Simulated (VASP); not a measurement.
Write the native input for VASP 6.6.1 that does the following.

| Property | Result |
| --- | --- |
| Task | single point |
| Functional | PBE |
| Potentials or basis | VASP PAW PBE potentials, release 64 (Hg) |
| Cutoff | 500 eV |
| k mesh | 10 × 10 × 10 |
| Occupations | gaussian, width 0.05 eV |
| Spin | no spin polarisation |
| Further INCAR settings | ALGO = Normal; EDIFF = 1e-06; NBANDS = 12 |

The structure of Hg lies in POSCAR:

```
Hg
1.0
   -1.8767364354      1.8767364354      1.9168448550
    1.8767364354     -1.8767364354      1.9168448550
    1.8767364354      1.8767364354     -1.9168448550
Hg
1
Cartesian
    0.0000000000      0.0000000000      1.9168448550
```

The input as run:

INCAR

```
PREC = Accurate ; ENCUT = 500
EDIFF = 1E-6 ; ISMEAR = 0
SIGMA = 0.05 ; LREAL = False
LASPH = True ; NELM = 60
ALGO = Normal ; ISIF = 2
LWAVE = False ; LCHARG = False
GGA = PE ; NBANDS = 12
```

KPOINTS

```
Automatic mesh
0
Gamma
  10 10 10
```

Potentials or basis: VASP PAW PBE potentials, release 64 (Hg).

The run is started by

```console
$ cat potpaw_PBE.64/Hg/POTCAR > POTCAR
$ mpirun -np 1 vasp_std > vasp.out
```

It gave:

```json
{
  "Pressure": "1.7 GPa",
  "Band gap on the k mesh": "none (metal or under the smearing width)"
}
```

Run time: 9.7 s on 1 thread of AMD EPYC 9R45 96-Core Processor (Zen 5), on a shared host, peak memory 0.13 GiB.
